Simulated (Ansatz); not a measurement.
WS$_{2}$, DFT, PBEsol, all-electron PAW with datasets made for the crystal, scalar-relativistic (Ansatz 0.2.0), run on 1 thread of Intel(R) Xeon(R) 6975P-C (Granite Rapids) on a shared host.

The cell is COD entry 9012192, as deposited and not checked against the literature; nothing was relaxed. The listed cell was then made from it by scaling, straining or moving an atom.

Command: `ansatz run input.yaml --threads 1 --pin off --max-ram 4096MiB --backend cpu --events-out ev --progress --plain --runs-dir out`

```yaml
crystal:
  lattice:
    - [1.5737194071, 0.9085873233, 6.1427167022]
    - [-1.5737194071, 0.9085873233, 6.1427167022]
    - [0.0, -1.8171746466, 6.1427167022]
  atoms:
    - { symbol: W, position: [0.0, 0.0, 0.0] }
    - { symbol: S, position: [0.7503, 0.7503, 0.7503] }
    - { symbol: S, position: [0.581, 0.581, 0.581] }
kpoints:
  mp_grid: { grid: [15, 15, 15] }
scf:
  occupations: { method: fermi_dirac, width: 0.03 }
hamiltonian:
  xc: pbesol
  pseudopotentials: { kind: all_electron, datasets: crystal }
output:
  forces: true
  stress: true
  eigenvalues: true
  efg: { contact_densities: true }
```

How large is the problem that the program sets up?

344 irreducible k-points, 623 plane waves at Γ, 19 bands.

About how long does it take, and how much memory does it use?

2.1 min of wall time for 11 SCF iterations, with a peak of 3.1 GiB. Times on shared machines scatter by tens of per cent.

And the same cell and mesh by frozen-core PAW, asked for forces, stress, eigenvalues, efg, on the same hardware?

15 s, peak memory 0.66 GiB.
